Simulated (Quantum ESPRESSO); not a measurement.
Runs of Quantum ESPRESSO 7.5 on AlN. It takes space group P6_3mc (No. 186, hexagonal). The conventional cell has a = 3.113 Å, b = 3.113 Å, c = 4.981 Å, α = 90.00°, β = 90.00°, γ = 120.00°. Al (site symmetry 3m) has 4 N at 1.89 Å as nearest neighbours. N (site symmetry 3m) is surrounded by 4 Al at 1.89 Å. 

```csv
task,level,potentials or basis,cell,most ionic steps,forc conv thr,etot conv thr,ion dynamics,cell dynamics,gap on the mesh (eV),pressure (GPa),largest force (eV/Å)
relaxation of cell and atoms,PBE+D3(BJ),PseudoDojo 0.4.1 SR PBE standard,relaxed to 0.3 kbar,40,0.0004 Ry/bohr,1e-05 Ry,bfgs,bfgs,(c),0.0,-
band structure,PBEsol,PseudoDojo 0.4.1 SR PBEsol standard,as given,-,-,-,-,-,4.14,0.1,0.13
relaxation of cell and atoms,LDA,PseudoDojo 0.4.1 SR LDA standard,relaxed to 0.3 kbar,40,0.0004 Ry/bohr,1e-05 Ry,bfgs,bfgs,(b),0.0,-
band structure,LDA,PseudoDojo 0.4.1 SR LDA standard,as given,-,-,-,-,-,4.26,-5.8,(a)
band structure,PBE,PseudoDojo 0.4.1 SR PBE standard,as given,-,-,-,-,-,4.22,3.4,0.13
```

Alike in all rows: no spin polarisation; k mesh 10 × 10 × 6; cutoff (eV) 1143; smearing fermi-dirac 0.05 eV.

Q: Fill in the values left out.

A: (a) 0.11; (b) 4.49; (c) 4.21.

Caveats: some levels on the path didn't converge (some runs).

A k mesh can miss the band edges.
